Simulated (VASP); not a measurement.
Set up this calculation in VASP 6.6.1, as the native input.

```yaml
Task: relaxation of cell and atoms
Functional: TPSS
Potentials_or_basis: VASP PAW PBE potentials, release 64 (Pt, Se)
Cutoff: 600 eV
k_mesh: 8 × 8 × 5
Occupations: gaussian, width 0.05 eV
Spin: no spin polarisation
Further_INCAR_settings: ALGO = Normal; EDIFF = 1e-06; IBRION = 2; EDIFFG = -0.02; NSW = 60; ISIF = 3
```

The structure of PtSe2 (Sudovikovite) lies in POSCAR:

```
PtSe2
1.0
    3.7240000000      0.0000000000      0.0000000000
   -1.8620000000      3.2250786037      0.0000000000
    0.0000000000      0.0000000000      5.0620000000
Pt Se
1 2
Direct
    0.0000000000      0.0000000000      0.0000000000
    0.6666666667      0.3333333333      0.7500000000
    0.3333333333      0.6666666667      0.2500000000
```

The input as run:

INCAR

```
SYSTEM = PtSe2
ALGO = Normal
EDIFF = 1E-6
EDIFFG = -0.02
ENCUT = 600
IBRION = 2
ISIF = 3
ISMEAR = 0
LASPH = .True.
LCHARG = .False.
LMIXTAU = .True.
LREAL = .False.
LWAVE = .False.
METAGGA = TPSS
NELM = 100
NSW = 60
PREC = Accurate
SIGMA = 0.05
```

KPOINTS

```
k-points
0
Gamma
  8 8 5
  0 0 0
```

Potentials or basis: VASP PAW PBE potentials, release 64 (Pt, Se).

Run with:

```bash
$ cat potpaw_PBE.64/Pt/POTCAR potpaw_PBE.64/Se/POTCAR > POTCAR
$ mpirun -np 1 vasp_std > vasp.out
```

It gave:

| Item | Value |
| --- | --- |
| Relaxed volume | 21.77 Å³/atom |
| Relaxed cell | a = 3.762 Å, b = 3.762 Å, c = 5.330 Å, α = 90.00°, β = 90.00°, γ = 120.00° |
| Space group after relaxing (to 0.05 Å) | P-3m1 (No. 164) |
| Energy gained by relaxing | 19.5 meV/atom |
| Ionic steps | 11 |
| Pressure after relaxing | 0.0 GPa |
| Band gap on the k mesh | none (metal or under the smearing width) |

Caveat: the PAW data sets were made with another functional, which shifts forces and pressure a little.

It took 13 min on 1 thread of Intel(R) Xeon(R) Platinum 8488C (Sapphire Rapids), on a shared host, peak memory 0.23 GiB.
